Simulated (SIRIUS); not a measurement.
C in SIRIUS: the effect of functional

The system is C.

```
C
1.0
     2.45605    0.00000    0.00000
    -1.22803    0.70900    3.34701
     0.00000   -4.25401    0.00000
C
4
Direct
  0.74729 0.49262 0.58504
  0.24471 0.49138 0.07896
  0.75554 0.50035 0.91582
  0.25246 0.51565 0.42018
```

This is a stacking variant of graphite.

Alike in all runs:

```yaml
Program: SIRIUS 7.10.0
Task: single point
Potentials_or_basis: PseudoDojo 0.4.1 PBE standard (scalar relativistic)
Cutoff: 1127 eV
Density_cutoff: 4507 eV
k_mesh: 6 × 4 × 4
Occupations: fermi-dirac, width 0.05 eV
Spin: no spin polarisation
```

```tsv
functional	gap on the mesh (eV)	pressure (GPa)
LDA	0.78	0.9
PBE	0.74	4.3
PBEsol	0.76	1.7
RPBE	0.72	5.9
revPBE	0.73	5.5
BLYP	?	?
PW91	0.75	4.5
AM05	0.75	1.8
RGE2	0.74	2.4
OLYP	0.69	-0.8
HLE16	0.56	-50.3
```

Problem. What does the run with functional BLYP give?

Solution. gap on the mesh 0.75 eV; pressure 10.6 GPa.

Caveats: all runs use coarse meshes; the potentials were made for another functional, which shifts forces and pressure (some runs); forces of over 1 eV/Å show positions far from the minimum, so gaps and moduli don't describe the material at rest (some runs); the cell as given lies far from equilibrium (some runs); the potentials were made for a functional far from this one (some runs).

A k mesh can miss the band edges.
